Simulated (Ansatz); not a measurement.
## Stack of 1T-ZrSSe under 1T-SnSe2, shifted by two thirds of the diagonal in a perpendicular field

Wanted: the out-of-plane response of the stack of 1T-ZrSSe under 1T-SnSe2, shifted by two thirds of the diagonal. A positive field points along +c.

Method: plane-wave DFT, PBE-D3(BJ), Ansatz PAW, in Ansatz 0.2.0.

## (1) Starting point

The cell holds 6 atoms: 3 Se, 1 Zr, 1 S and 1 Sn. Its edges and angles: a = 3.805 Å, b = 3.805 Å, c = 47.963 Å, α = 90.0°, β = 90.0°, γ = 120.0°. Regions: layer 1: 1T-ZrSSe, 3 atoms (1 Se, 1 Zr and 1 S); layer 2: 1T-SnSe2, 3 atoms (2 Se and 1 Sn). Vacuum lies along c.

Structure file:

```cif
data_structure
_symmetry_space_group_name_H-M 'P 1'
_symmetry_Int_Tables_number 1
_cell_length_a 3.8050
_cell_length_b 3.8050
_cell_length_c 47.9627
_cell_angle_alpha 90.000
_cell_angle_beta 90.000
_cell_angle_gamma 120.000
_cell_volume 601.37
loop_
_atom_site_label
_atom_site_type_symbol
_atom_site_fract_x
_atom_site_fract_y
_atom_site_fract_z
_atom_site_occupancy
Se1 Se 0.66667 0.33333 0.41178 1
Zr2 Zr 0.00000 0.00000 0.44878 1
S3 S 0.33333 0.66667 0.48063 1
Se4 Se 0.33333 0.66667 0.54422 1
Sn5 Sn 0.66667 0.33333 0.56622 1
Se6 Se 0.00000 0.00000 0.58822 1
```

## (2) Relaxation

The starting cell is a guess, so the in-plane lattice and the atoms are relaxed first, with the slab cut off from its images along the normal.

input.yaml reads:

```yaml
crystal:
  lattice:
    - [3.805, 0.0, 0.0]
    - [-1.9025, 3.2952266614, 0.0]
    - [0.0, 0.0, 47.9627468245]
  atoms:
    - { symbol: Se, position: [0.6666666667, 0.3333333333, 0.4117779174] }
    - { symbol: Zr, position: [0.0, 0.0, 0.4487791494] }
    - { symbol: S, position: [0.3333333333, 0.6666666667, 0.4806283899] }
    - { symbol: Se, position: [0.3333333333, 0.6666666667, 0.54421941] }
    - { symbol: Sn, position: [0.6666666667, 0.3333333333, 0.5662207463] }
    - { symbol: Se, position: [0.0, 0.0, 0.5882220826] }
  periodic: [true, true, false]
kpoints:
  mp_grid: { grid: [12, 12, 1] }
hamiltonian:
  xc: pbe
  dispersion: d3bj
scf:
  occupations: { method: fermi_dirac, width: 0.05 }
  convergence: { dr2_threshold: 1.0e-09 }
relax:
  f_tol: 0.004
  max_steps: 90
  cell: {}
output:
  write_potential: true
  write_density: true
  volumetric_format: npy
```

Launch:

```
$ ansatz run input.yaml --threads 2 --pin off --max-ram 4096MiB --backend cpu --events-out ev --progress --plain --runs-dir out
```

Numbers of over 12 decimals in the logs are rounded to 6 here.

The program printed:

```text
Warning: relax.cell: scf.convergence.dr2_threshold = 1e-9 eV is looser than the 1.76018624029e-10 eV advised for a relaxation that steers and ends on the stress (1e-10 eV for each atom of the cell: 6, times the square of relax.cell.stress_2d_tol = 0.05 N/m over 18.5 Å (the atoms' height at the walk's start and 5 Å past either face), 2.708e-2 GPa, over a crystal's default 0.05). What an SCF threshold leaves in a stress goes as its square root, and in the free energy as the threshold itself, and one threshold admits the most on a small cell: [figures from the program's tests cut] Set scf.convergence.dr2_threshold to 1.76018624029e-10 eV or tighter. [rest of the remark cut]
Engine: ansatz 0.2.0, x86_64-unknown-linux-gnu
Pseudopotentials: kind: paw
Pseudopotential: Se, paw, valence charge 16, recommended cutoff 420 eV (normal), Se.paw.azcp
Pseudopotential: Zr, paw, valence charge 12, recommended cutoff 420 eV (normal), Zr.paw.azcp
Pseudopotential: S, paw, valence charge 6, recommended cutoff 420 eV (normal), S.paw.azcp
Pseudopotential: Sn, paw, valence charge 14, recommended cutoff 420 eV (normal), Sn.paw.azcp
Functional definition: PBE
  parameter kappa = 0.804
  parameter beta = 0.066725
  exchange = pbe_x(kappa = kappa, mu = beta*pi^2/3)
  correlation = pbe_c(beta = beta)
Crystal: 6 atoms, lattice volume = 601.373 Å³
Basis set: ecut = 420 eV, 11777 PW (Γ), exchange–correlation on 54×54×648 points (8 copies of the dense FFT grid, shifted against one another)
Bands: 48, of which v1, the nominal top of the filled ones, is band 40 counted from 1 (39 counted from 0)
Symmetry: 6 space group operations
Space group: P3m1 (ITA 156), of the structure as read, at distance tolerance 8.4e-5 Å
k-points: 19 of 144 (time reversal used)
Non-local potential: Se, projectors of the file, l = 0: 2, l = 1: 2, l = 2: 3, l = 3: 1
Non-local potential: Zr, projectors of the file, l = 0: 3, l = 1: 2, l = 2: 2, l = 3: 2
Non-local potential: S, projectors of the file, l = 0: 2, l = 1: 2, l = 2: 2
Non-local potential: Sn, projectors of the file, l = 0: 2, l = 1: 2, l = 2: 2, l = 3: 2
PAW form: soft (Blöchl's): semilocal exchange-correlation on the pseudo side does not see the compensation charge
PAW one-centre angular grid: Se, 590 points (default); XC on 64 Gauss nodes
PAW one-centre angular grid: Zr, 590 points (default); XC on 64 Gauss nodes
PAW one-centre angular grid: S, 110 points (default); XC on 64 Gauss nodes
PAW one-centre angular grid: Sn, 590 points (default); XC on 64 Gauss nodes
Initial density: superposition of atomic densities (neutral atoms: chi_scale 0, normalization atom), corrected by the library's trained network
Initial wavefunctions: pseudopotential atomic-orbital guess
Functional: x = pbe(κ = 0.804, μ = 0.219515), c = pbe(β = 0.066725)
SCF iter   1: F=—  HF=-27520.706978 eV  |F-HF|=—  |Δ(HF+E_count)|=         —  Δρ=1.53e-3  dr2=5.17e-2  ethr=1.77e-3  ⟨swp⟩=16.2  Hψ=5666  notcnv=0  defer=2
preconditioner: auto → Resta (q_TF=auto, 1.949 Å⁻¹)  ε∞=2.0  [insulator: Δε(μ)=0.439 eV  Ē_g=8.738 eV  σ=0.050 eV  W_gap=0.97  n_scr=70 (ndim 8)  ℏωp=8.6 eV  f_vac=0.747  D(μ)=0.02/eV (n_scr^D=0)  ε∞_Penn≈2.0  vacuum switching on, ρ_ref=5.5e-3 e/Å³]
SCF iter   2: F=—  HF=-27520.703946 eV  |F-HF|=—  |Δ(HF+E_count)|=   3.03e-3  Δρ=1.02e-3  dr2=3.70e-2  ethr=6.46e-5  ⟨swp⟩=3.8  Hψ=2354  notcnv=0  defer=26
SCF iter   3: F=—  HF=-27520.700128 eV  |F-HF|=—  |Δ(HF+E_count)|=   3.82e-3  Δρ=5.06e-4  dr2=4.55e-3  ethr=4.62e-5  ⟨swp⟩=3.2  Hψ=1571  notcnv=0  defer=26
SCF iter   4: F=—  HF=-27520.700082 eV  |F-HF|=—  |Δ(HF+E_count)|=   4.62e-5  Δρ=2.62e-4  dr2=1.62e-3  ethr=5.69e-6  ⟨swp⟩=3.0  Hψ=1409  notcnv=0  defer=26
SCF iter   5: F=—  HF=-27520.700158 eV  |F-HF|=—  |Δ(HF+E_count)|=   7.65e-5  Δρ=1.53e-4  dr2=4.78e-4  ethr=2.03e-6  ⟨swp⟩=2.8  Hψ=1283  notcnv=0  defer=26
SCF iter   6: F=—  HF=-27520.700223 eV  |F-HF|=—  |Δ(HF+E_count)|=   6.44e-5  Δρ=8.36e-5  dr2=6.92e-5  ethr=5.98e-7  ⟨swp⟩=2.3  Hψ=1223  notcnv=0  defer=27
SCF iter   7: F=—  HF=-27520.700231 eV  |F-HF|=—  |Δ(HF+E_count)|=   7.87e-6  Δρ=3.31e-5  dr2=5.45e-6  ethr=8.65e-8  ⟨swp⟩=3.0  Hψ=1365  notcnv=0  defer=27
SCF iter   8: F=—  HF=-27520.700388 eV  |F-HF|=—  |Δ(HF+E_count)|=   1.57e-4  Δρ=1.15e-5  dr2=5.81e-7  ethr=6.82e-9  ⟨swp⟩=3.1  Hψ=1758  notcnv=0  defer=27
SCF iter   9: F=—  HF=-27520.700388 eV  |F-HF|=—  |Δ(HF+E_count)|=   6.63e-7  Δρ=3.32e-6  dr2=5.21e-8  ethr=7.26e-10  ⟨swp⟩=3.2  Hψ=1519  notcnv=0  defer=27
SCF iter  10: F=—  HF=-27520.700388 eV  |F-HF|=—  |Δ(HF+E_count)|=   1.26e-7  Δρ=7.13e-7  dr2=3.41e-9  ethr=6.51e-11  ⟨swp⟩=3.2  Hψ=1569  notcnv=0  defer=27
SCF iter  11: F=-27520.700388 eV  HF=-27520.700388 eV  |F-HF|=3.02e-9  |Δ(HF+E_count)|=   1.64e-8  Δρ=2.33e-7  dr2=3.24e-10  ethr=1.25e-12  ⟨swp⟩=12.9  Hψ=7195  notcnv=0
SCF 1 converged in 11 iterations: F = -27520.700388 eV  dr2 = 3.24e-10
  greatest PAW one-centre occupation: 1.000 electrons in one spin orbital (limit 2), on the Se atom at site 3 (counted from 0), in its partial waves of l = 2
relax step   1: F+E_penalty+E_count = -27520.70038834 eV  Δ(F+E_penalty+E_count) = +0.000e0 eV  max|allowed force component| = 5.940e0 eV/Å  Δτ_max = 0.0000 Å  P = +16.722 N/m  Ω = 601.373 Å³  fix = [c, alpha, beta]  reactions: c +0.000 N/m  (11 SCF iters, accepted)
Crystal: 6 atoms, lattice volume = 608.017 Å³
Basis set: ecut = 420 eV, 11849 PW (Γ), exchange–correlation on 54×54×648 points (8 copies of the dense FFT grid, shifted against one another)
Initial density: handed on by an earlier stage of this run
Initial wavefunctions: those handed on with the density
iter 1 solved again at ethr=2.21e-4 eV; its pass at ethr=3.10e-3 eV (dr2=1.77e-1 eV) is discarded
SCF iter   1: F=—  HF=-27522.753539 eV  |F-HF|=—  |Δ(HF+E_count)|=         —  Δρ=3.54e-3  dr2=1.74e-1  ethr=2.21e-4  ⟨swp⟩=3.5  Hψ=5715  notcnv=0  defer=1
preconditioner: auto → Resta (q_TF=auto, 1.946 Å⁻¹)  ε∞=2.0  [insulator: Δε(μ)=0.553 eV  Ē_g=8.530 eV  σ=0.050 eV  W_gap=0.99  n_scr=70 (ndim 8)  ℏωp=8.5 eV  f_vac=0.745  D(μ)=0.01/eV (n_scr^D=0)  ε∞_Penn≈2.0  vacuum switching on, ρ_ref=5.3e-3 e/Å³]
SCF iter   2: F=—  HF=-27522.754131 eV  |F-HF|=—  |Δ(HF+E_count)|=   5.92e-4  Δρ=2.32e-3  dr2=3.46e-1  ethr=2.17e-4  ⟨swp⟩=5.4  Hψ=1805  notcnv=0  defer=7
preconditioner: auto → LDOS  [metal: Δε(μ)=0.056 eV  Ē_g=8.687 eV  σ=0.050 eV  W_gap=0.26  n_scr=70 (ndim 8)  ℏωp=8.5 eV  f_vac=0.745  D(μ)=0.43/eV (n_scr^D=4)  β→1.0]
SCF iter   3: F=—  HF=-27522.728668 eV  |F-HF|=—  |Δ(HF+E_count)|=   2.55e-2  Δρ=9.47e-4  dr2=2.04e-2  ethr=2.17e-4  ⟨swp⟩=4.2  Hψ=1566  notcnv=0  defer=36
[...]
relax step   3: F+E_penalty+E_count = -27523.80061918 eV  Δ(F+E_penalty+E_count) = -1.075e0 eV  max|allowed force component| = 2.039e0 eV/Å  Δτ_max = 0.1946 Å  P = +0.946 N/m  Ω = 606.045 Å³  energy of the carried Pulay correction = -2.991e-4 eV  fix = [c, alpha, beta]  reactions: c +0.000 N/m  (11 SCF iters, accepted)
[...]
relax step   4: F+E_penalty+E_count = -27524.22836663 eV  Δ(F+E_penalty+E_count) = -4.277e-1 eV  max|allowed force component| = 6.415e-1 eV/Å  Δτ_max = 0.1979 Å  P = -0.342 N/m  Ω = 599.668 Å³  energy of the carried Pulay correction = +1.097e-4 eV  fix = [c, alpha, beta]  reactions: c -0.000 N/m  (11 SCF iters, accepted)
[...]
relax step   5: F+E_penalty+E_count = -27524.37292011 eV  Δ(F+E_penalty+E_count) = -1.446e-1 eV  max|allowed force component| = 1.592e-1 eV/Å  Δτ_max = 0.1948 Å  P = -0.473 N/m  Ω = 591.416 Å³  energy of the carried Pulay correction = +6.452e-4 eV  fix = [c, alpha, beta]  reactions: c -0.000 N/m  (12 SCF iters, accepted)
[...]
relax step   6: F+E_penalty+E_count = -27524.40776946 eV  Δ(F+E_penalty+E_count) = -3.485e-2 eV  max|allowed force component| = 1.169e-1 eV/Å  Δτ_max = 0.1095 Å  P = -0.237 N/m  Ω = 587.543 Å³  energy of the carried Pulay correction = +8.991e-4 eV  fix = [c, alpha, beta]  reactions: c -0.000 N/m  (12 SCF iters, accepted)
[...]
relax step   7: F+E_penalty+E_count = -27524.41710785 eV  Δ(F+E_penalty+E_count) = -9.338e-3 eV  max|allowed force component| = 7.053e-2 eV/Å  Δτ_max = 0.1180 Å  P = -0.059 N/m  Ω = 587.931 Å³  energy of the carried Pulay correction = +8.736e-4 eV  fix = [c, alpha, beta]  reactions: c -0.000 N/m  (11 SCF iters, accepted)
[...]
relax step   8: F+E_penalty+E_count = -27524.41774641 eV  Δ(F+E_penalty+E_count) = -6.386e-4 eV  max|allowed force component| = 2.580e-2 eV/Å  Δτ_max = 0.0153 Å  P = -0.003 N/m  Ω = 586.391 Å³  energy of the carried Pulay correction = +9.749e-4 eV  fix = [c, alpha, beta]  reactions: c -0.000 N/m  (9 SCF iters, accepted)
[...]
relax step   9: F+E_penalty+E_count = -27524.41780060 eV  Δ(F+E_penalty+E_count) = -5.419e-5 eV  max|allowed force component| = 1.534e-3 eV/Å  Δτ_max = 0.0044 Å  P = +0.009 N/m  Ω = 586.578 Å³  energy of the carried Pulay correction = +9.626e-4 eV  fix = [c, alpha, beta]  reactions: c +0.000 N/m  (8 SCF iters, accepted)
Initial wavefunctions: pseudopotential atomic-orbital guess (no wavefunctions were taken with the density)
iter 1 solved again at ethr=3.12e-7 eV; its pass at ethr=3.10e-3 eV (dr2=2.49e-4 eV) is discarded
SCF iter   1: F=—  HF=-27524.417068 eV  |F-HF|=—  |Δ(HF+E_count)|=         —  Δρ=1.17e-5  dr2=1.22e-7  ethr=3.12e-7  ⟨swp⟩=6.1  Hψ=8935  notcnv=0
eigensolver tolerance schedule: the retry pair's looser diagonalisation over-reported the residual by 2035.46 of it (diagonalisation noise at 0.26 of the residual, at the tolerance the schedule requests for it); recorded, not acted on — ethr = c·dr2/N_el stays at c = 1.0e-1
preconditioner: auto → Resta (q_TF=auto, 1.957 Å⁻¹)  ε∞=2.1  [insulator: Δε(μ)=0.638 eV  Ē_g=8.367 eV  σ=0.050 eV  W_gap=1.00  n_scr=58 (ndim 8)  ℏωp=8.7 eV  f_vac=0.724  D(μ)=0.00/eV (n_scr^D=0)  ε∞_Penn≈2.1  vacuum switching on, ρ_ref=5.1e-3 e/Å³]
SCF iter   2: F=—  HF=-27524.417205 eV  |F-HF|=—  |Δ(HF+E_count)|=   1.38e-4  Δρ=5.92e-6  dr2=5.22e-8  ethr=1.53e-10  ⟨swp⟩=5.2  Hψ=2877  notcnv=0
SCF iter   3: F=—  HF=-27524.417205 eV  |F-HF|=—  |Δ(HF+E_count)|=   9.29e-8  Δρ=2.52e-6  dr2=1.37e-7  ethr=6.53e-11  ⟨swp⟩=3.6  Hψ=1788  notcnv=0
SCF iter   4: F=—  HF=-27524.417205 eV  |F-HF|=—  |Δ(HF+E_count)|=   5.92e-9  Δρ=1.35e-6  dr2=1.15e-8  ethr=6.53e-11  ⟨swp⟩=2.1  Hψ=1179  notcnv=0
SCF iter   5: F=—  HF=-27524.417205 eV  |F-HF|=—  |Δ(HF+E_count)|=   3.49e-9  Δρ=4.47e-7  dr2=1.08e-9  ethr=1.44e-11  ⟨swp⟩=2.9  Hψ=1311  notcnv=0
SCF iter   6: F=-27524.417205 eV  HF=-27524.417205 eV  |F-HF|=1.12e-9  |Δ(HF+E_count)|=  3.86e-10  Δρ=1.73e-7  dr2=8.91e-10  ethr=1.25e-12  ⟨swp⟩=15.7  Hψ=6651  notcnv=0
SCF 10 converged in 6 iterations: F = -27524.417205 eV  dr2 = 8.91e-10
relax step  10: F+E_penalty+E_count = -27524.41720519 eV  Δ(F+E_penalty+E_count) = +5.954e-4 eV  max|allowed force component| = 1.798e-3 eV/Å  Δτ_max = 0.0000 Å  P = -0.011 N/m  Ω = 586.578 Å³  fix = [c, alpha, beta]  reactions: c -0.000 N/m  stress off target by 1.07e-2 N/m on what of the cell is left free  SCF on the basis re-selected at this cell (its energy is not comparable with the rows above)  (6 SCF iters)
basis re-selected at this cell: Δ(F+E_penalty+E_count) = +5.954e-4 eV, ΔP = -0.020 N/m vs the last step (what re-selecting the basis moved, of the pressure what is left beyond the Pulay correction that the steps carried, after the strain that the cell walked since its last selection, with what the two solves' SCF thresholds leave and, on support functions, any second-order correction that the steps lacked; it is no m [...]
SCF converged after 6 iterations
Free energy (F): -27524.417205 eV
Harris-Foulkes:  -27524.417205 eV  (|F-HF|=1.12e-9)
Internal energy: -27524.417119 eV  (E = F + TS)
E sigma→0 (E₀):  -27524.417162 eV
Entropy (-TS):   -0.000087 eV (-0.014 meV/atom)
Fermi energy:    -5.514164 eV
--- Per-component energies (eV) ---
  E_band       = -2504.483616
  E_kinetic    = 982.662598
  E_local      = -376757.265106  (includes V_loc(G=0)·N_el)
  E_nonlocal   = -1712.115202
  E_hartree    = 187720.279537
  E_xc         = -953.453531
  E_vxc        = -668.537003  (∫ρ·V_xc dr)
  E_paw        = -13428.385327  (= ΣΔE_a)
  E_vpaw       = 210.207845  (= ΣTr[D̂ρ^β])
  E_aug_tail   = -0.001785  (compensation charges beyond the density's cutoff)
  E_ewald      = 176625.617443
  E_disp       = -1.755746  (pairwise vdW)
  E_smearing   = -0.000087  (= −TS)
  E_closure    = -0.000000  (closes the sum)
  Σ components = -27524.417205   (vs F -27524.417205, Δ=0.00e0)
--- Forces (eV/Å), atoms counted from 1 ---
  atom   1  Se     0.00000000     0.00000000     0.00066442
  atom   2  Zr     0.00000000    -0.00000000    -0.00025888
  atom   3  S      0.00000000    -0.00000000     0.00035600
  atom   4  Se     0.00000000    -0.00000000    -0.00179711
  atom   5  Sn     0.00000000    -0.00000000    -0.00027886
  atom   6  Se     0.00000000     0.00000000     0.00131755
  max |Σ_I F_I| component: 3.13e-6 eV/Å
--- 2D stress c σ (N/m, compression-positive) ---
       -0.010744      -0.000000      -0.000000
       -0.000000      -0.010744      -0.000000
       -0.000000      -0.000000      -0.000000
  P = ½ c Tr σ = -0.0107 N/m
--- Band table (eV; the first three rows and the last of 19) ---
  k-point 0: bands = [... 36 lower, -5.9577, -5.9577, -5.8451, -5.8451, -4.5676, -4.5676, -4.1916, -3.5877, ... 4 higher]
  k-point 1: bands = [... 36 lower, -6.3895, -6.2890, -6.0822, -5.8961, -4.4869, -4.3052, -3.8621, -3.4168, ... 4 higher]
  k-point 2: bands = [... 36 lower, -7.0138, -6.4552, -6.3641, -5.9263, -4.5484, -3.8380, -3.6123, -3.2415, ... 4 higher]
  k-point 18: bands = [... 36 lower, -7.7452, -7.6988, -6.9922, -6.8533, -4.2650, -3.9027, -3.3326, -3.0355, ... 4 higher]
  the weakly bound empty levels are not read free of the cell's end (no_gap_told)
--- Relaxed structure (9 steps of the walk, 9 accepted, 1 SCFs on fresh bases) ---
  F+E_penalty+E_count = -27524.41720519 eV   max|allowed force component| = 1.798e-3 eV/Å   (the final SCF, on the basis selected at the relaxed cell)
  cell:  # Å, volume = 586.5785 Å³
    - [3.757904, 0.0, 0]
    - [-1.878952, 3.254441, 0]
    - [0, 0, 47.9627468245]
  atoms:
    - { symbol: Se, position: [0.666667, 0.333333, 0.406180] }
    - { symbol: Zr, position: [-2.3613118366791453e-18, -4.722623673358289e-18, 0.440012] }
    - { symbol: S, position: [0.333333, 0.666667, 0.468563] }
    - { symbol: Se, position: [0.333333, 0.666667, 0.541201] }
    - { symbol: Sn, position: [0.666667, 0.333333, 0.575034] }
    - { symbol: Se, position: [5.557940844447868e-18, 1.1115881688895738e-17, 0.608859] }
```

The job ended after 10 min (2 threads of Intel Xeon at 2.50GHz (Skylake/Cascade Lake), shared host; peak memory 1.1 GiB; 20 min of CPU time).

The steps of the relaxation:

| step | energy less that of the first step (eV) | largest force component (eV/Å) | volume (Å³) |
| --- | --- | --- | --- |
| 1 | 0.0000 | 5.9401 | 601.37 |
| 2 | -2.0251 | 3.7386 | 608.02 |
| 3 | -3.1002 | 2.0386 | 606.05 |
| 4 | -3.5280 | 0.6415 | 599.67 |
| 5 | -3.6725 | 0.1592 | 591.42 |
| 6 | -3.7074 | 0.1169 | 587.54 |
| 7 | -3.7167 | 0.0705 | 587.93 |
| 8 | -3.7174 | 0.0258 | 586.39 |
| 9 | -3.7174 | 0.0015 | 586.58 |
| 10* | -3.7168 | 0.0018 | 586.58 |

Relaxation steps marked * repeat the geometry before them on a plane-wave basis chosen anew for their cell, so energy and pressure can jump there.

Forces are held to the 6 operations that the run works with; a distortion that breaks them can't arise in this run.

| cell as run | before | after | change |
| --- | --- | --- | --- |
| a (Å) | 3.805 | 3.758 | -1.2 % |
| b (Å) | 3.805 | 3.758 | -1.2 % |

The atoms that moved most (Å, along periodic axes as changes of fractional coordinates times the final cell, across vacuum about the mean position):

| atom | dx | dy | dz | length |
| --- | --- | --- | --- | --- |
| Se6 | 0.000 | 0.000 | 0.990 | 0.990 |
| S3 | 0.000 | 0.000 | -0.579 | 0.579 |
| Sn5 | 0.000 | 0.000 | 0.423 | 0.423 |
| Zr2 | 0.000 | 0.000 | -0.421 | 0.421 |
| Se1 | 0.000 | 0.000 | -0.268 | 0.268 |
| Se4 | 0.000 | 0.000 | -0.145 | 0.145 |

The relaxed structure:

```xyz
6
Lattice="3.7579 0.0000 0.0000 -1.8790 3.2544 0.0000 0.0000 0.0000 47.9627" Properties=species:S:1:pos:R:3
Se    1.8790    1.0848   19.4815
Zr    0.0000    0.0000   21.1042
S     0.0000    2.1696   22.4735
Se    0.0000    2.1696   25.9575
Sn    1.8790    1.0848   27.5802
Se    0.0000    0.0000   29.2025
```

The lattice constant a goes from 3.805 to 3.758 Å.

[end of part 1 of 2]

[Logs are printed without paths, hosts, clocks, repeated set-up lines and the standing remarks that a program may print on its own settings, such as how far it seeks lower states.]

[Hosts, paths, dates, database ids (printed as entryN), source tags and the programs' standing remarks are cut or masked in the printed files.]

[Maps of the electrostatic potential energy from Ansatz leave out the sawtooth potential of an applied field or a dipole correction, so their vacuum need not be flat; planar profiles and work functions include it.]
